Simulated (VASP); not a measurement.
Wanted: the native input for a VASP 6.6.1 run.

- Task: relaxation of cell and atoms
- Functional: PBE
- Potentials or basis: VASP PAW PBE potentials, release 64 (C)
- Cutoff: 700 eV
- k mesh: 14 × 14 × 14
- Occupations: gaussian, width 0.02 eV
- Spin: no spin polarisation
- Further INCAR settings: ALGO = Normal; EDIFF = 1e-07; IBRION = 2; EDIFFG = -0.002; NSW = 80; ISIF = 3

The structure of C lies in POSCAR:

```
C
1.0
    0.0000000000      1.7833700000      1.7833700000
    1.7833700000      0.0000000000      1.7833700000
    1.7833700000      1.7833700000      0.0000000000
C
2
Direct
    0.0000000000      0.0000000000      0.0000000000
    0.2500000000      0.2500000000      0.2500000000
```

This isn't the form of C at room conditions, which is graphite.

These files were run (other wordings do the same):

INCAR

```
SYSTEM = C
PREC = Accurate ; ENCUT = 700
EDIFF = 1E-7 ; ISMEAR = 0
SIGMA = 0.02 ; LREAL = .False.
LASPH = .True. ; NELM = 60
ALGO = Normal ; ISIF = 3
LWAVE = .False. ; LCHARG = .False.
GGA = PE ; IBRION = 2
NSW = 80 ; EDIFFG = -0.002
```

KPOINTS

```
Automatic mesh
0
Gamma
  14 14 14
  0 0 0
```

Potentials or basis: VASP PAW PBE potentials, release 64 (C).

The run is started by

```sh
$ cat potpaw_PBE.64/C/POTCAR > POTCAR
$ mpirun -np 1 vasp_std > vasp.out
```

It gave:

- Relaxed volume: 5.69 Å³/atom
- Relaxed cell: a = 2.525 Å, b = 2.525 Å, c = 2.525 Å, α = 60.00°, β = 60.00°, γ = 60.00°
- Space group after relaxing (to 0.05 Å): Fd-3m (No. 227)
- Energy gained by relaxing: 0.1 meV/atom
- Ionic steps: 3
- Pressure after relaxing: 0.0 GPa
- Band gap on the k mesh: 4.12 eV, indirect (least direct gap 5.58 eV)

It took 8.7 s on 1 thread of Intel(R) Xeon(R) 6975P-C (Granite Rapids), on a shared host, peak memory 0.13 GiB.
